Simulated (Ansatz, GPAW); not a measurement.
Given: the input of a run of GPAW 26.7.0 (ASE script) on BaTiO3. Atoms were shifted at random by some hundredths of an Å from the given cell, which wasn't relaxed again for these runs. 

The input run.py:

```python
from ase import Atoms
from ase.dft.bandgap import bandgap
from ase.io import write
from ase.units import GPa
from ase.parallel import parprint
from gpaw import GPAW, PW, setup_paths

setup_paths.insert(0, '.')

atoms = Atoms(['Ba', 'Ti', 'O', 'O', 'O'],
              cell=[[2.8273666084, 1.6323808724, 2.3183934932],
                    [-2.8273666084, 1.6323808724, 2.3183934932],
                    [0.0, -3.2647617449, 2.3183934932]],
              scaled_positions=[[-0.012677, -0.007979, 0.007118],
                                [0.483124, 0.472588, 0.482033],
                                [0.510502, 0.00929, 0.516531],
                                [0.021182, 0.520255, 0.513586],
                                [0.510776, 0.51392, 0.01422]],
              pbc=True)

calc = GPAW(mode=PW(800),
            xc='PBEsol',
            kpts={'size': (7, 7, 7), 'gamma': True},
            occupations={'name': 'fermi-dirac', 'width': 0.05},
            nbands=36,
            convergence={'density': 1e-05, 'energy': 1e-05},
            maxiter=150,
            txt='gpaw.txt')
atoms.calc = calc
energy = atoms.get_potential_energy()
forces = atoms.get_forces()
stress = atoms.get_stress()
calc.write('gs.gpw')
write('result.traj', atoms)
parprint(f'Energy: {energy:.6f} eV')
parprint('Forces (eV/A):')
parprint(forces.round(4))
parprint('Stress (GPa):', (stress / GPa).round(3))
parprint('Fermi level:', round(calc.get_fermi_level(), 4), 'eV')
parprint(f'Gap: {bandgap(calc)[0]:.4f} eV, direct: {bandgap(calc, direct=True)[0]:.4f} eV')
```

Potentials or basis: PAW data sets generated in the run's folder for this functional, pw.

Run with:

```console
$ gpaw-setup -f PBEsol Ba O Ti
$ OMP_NUM_THREADS=1 mpirun -n 4 gpaw python run.py
```

Problem. Set up the same calculation for Ansatz 0.2.0. Potentials or basis there: Ansatz PAW, cutoff 420 eV.

Solution. As run (cutoffs and basis follow the program's own potentials, and thresholds, step limits or extra output files can differ):

The input input.yaml:

```yaml
crystal:
  lattice:
    - [2.8273666084, 1.6323808724, 2.3183934932]
    - [-2.8273666084, 1.6323808724, 2.3183934932]
    - [0.0, -3.2647617449, 2.3183934932]
  atoms:
    - { symbol: Ba, position: [-0.012677, -0.007979, 0.007118] }
    - { symbol: Ti, position: [0.483124, 0.472588, 0.482033] }
    - { symbol: O, position: [0.510502, 0.00929, 0.516531] }
    - { symbol: O, position: [0.021182, 0.520255, 0.513586] }
    - { symbol: O, position: [0.510776, 0.51392, 0.01422] }
hamiltonian:
  xc: pbesol
  pseudopotentials: { kind: paw }
kpoints:
  mp_grid: { grid: [7, 7, 7] }
scf:
  occupations: { method: fermi_dirac, width: 0.05 }
output:
  forces: true
  stress: true
  eigenvalues: true
```

Potentials or basis: Ansatz PAW.

The run is started by

```sh
$ ansatz run input.yaml --threads 1 --pin off --max-ram 3584MiB --backend cpu --events-out ev --progress --plain --runs-dir out
```

Both were run:

|  | GPAW | Ansatz |
| --- | --- | --- |
| Pressure | 0.6 GPa | -1.0 GPa |
| Largest force | 0.599 eV/Å | 0.502 eV/Å |

Ansatz's pressure holds a Pulay term of +0.59 GPa for its cutoff of 420 eV, which the other run lacks.

Ansatz's potentials were made for PBE.

Where Ansatz's input types no cutoff or centring, it takes its own default and a Γ-centred mesh.

Pressure is positive in compression.
